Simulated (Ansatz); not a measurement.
The system is CuO.

```xyz
4
Lattice="0.0000 -2.1166 -2.1166 -2.1166 0.0000 -2.1166 2.1166 2.1166 -4.2331" Properties=species:S:1:pos:R:3 pbc="T T T"
Cu    0.0233   -0.0336   -4.1419
Cu    0.0233    2.0829   -6.2584
O    -0.0233    0.0336   -6.4409
O    -0.0233    0.0336   -2.2078
```

The cell comes from a database or a generator and needn't be the stable form of this composition.

Base run:

```yaml
Program: Ansatz 0.2.0
Functional: PBE
Potentials_or_basis: Ansatz PAW
Cutoff: "420 eV (not typed: the program's choice for these potentials)"
k_mesh: 10 × 10 × 6
Occupations: fermi-dirac, width 0.05 eV
Spin: no spin polarisation
Hubbard_terms: Cu d U = 5.3 eV
```

Its results: band gap on the k mesh none (metal or under the smearing width); pressure 8.4 GPa; largest force 1.350 eV/Å.

**Question.** The run is repeated on the same cell with these changes: hubbard terms from Cu d U = 5.3 eV to none; hubbard projectors from ortho-atomic (the default) to none. What comes out?

**Answer.** Band gap on the k mesh none (metal or under the smearing width); pressure 5.6 GPa; largest force 1.199 eV/Å.

Caveats: the run has no spin polarisation, though such a crystal can be magnetic; forces of over 1 eV/Å show positions far from the minimum, so gaps and moduli don't describe the material at rest; U without spin polarisation on a metal has little footing (some runs); semilocal functionals often make such compounds metallic where correlation or magnetic order opens a gap, which also shifts bond lengths (some runs).
